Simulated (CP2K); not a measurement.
Mg:

```
CELL_PARAMETERS angstrom
3.07052 0.00000 0.00000
-1.02351 2.89491 0.00000
-1.02351 -1.44746 2.50707
ATOMIC_POSITIONS crystal
Mg 0.00000 0.00000 0.00000
```

This isn't the form of Mg at room conditions, which is hcp.

```yaml
Program: CP2K 2026.2
Task: relaxation of cell and atoms
Functional: RPBE
Dispersion: D3(BJ)
Potentials_or_basis: POTENTIAL_UZH Mg GTH-PBE-q10; TZVP-MOLOPT-PBE-GTH basis
Density_cutoff: 19048 eV
k_mesh: 11 × 11 × 11
Occupations: methfessel-paxton, width 0.2 eV
Spin: no spin polarisation
```

At the start: pressure -11.2 GPa; volume 22.29 Å³/atom.

Problem. Where does the relaxation end?

Solution. Over 12 steps the energy falls by 236.8 meV/atom and the volume is 17.02 Å³/atom (-23.6 %); space group Im-3m (No. 229, to 0.05 Å).

Step by step:
```csv
step,energy change (eV),largest force (eV/Å),volume (Å³)
1,0.0000,0.0000,22.15
2,-0.1938,0.0000,17.21
3,-0.1967,0.0000,17.79
4,-0.1982,0.0000,17.65
5,-0.2030,0.0000,17.27
6,-0.2209,0.0000,16.91
7,-0.2301,0.0000,16.68
8,-0.2354,0.0000,16.79
9,-0.2367,0.0000,16.97
10,-0.2368,0.0000,17.01
11,-0.2368,0.0000,17.02
12,-0.2368,0.0000,17.02
```

Final structure:
```
CELL_PARAMETERS angstrom
2.80869 0.00000 0.00000
-0.93506 2.64456 0.00000
-0.93419 -1.32454 2.29090
ATOMIC_POSITIONS crystal
Mg 0.00000 0.00000 0.00000
```

Caveat: the printed path begins after the first move; the volume moved by over 15 % at a fixed basis, so the end points are rough; the potentials were made for another functional, which shifts forces and pressure; the basis of atomic orbitals isn't converged, which shifts pressures, moduli and gaps; the real-space grid breaks the cell's symmetry a little; pairwise dispersion overbinds metals, which lowers pressure and volume.
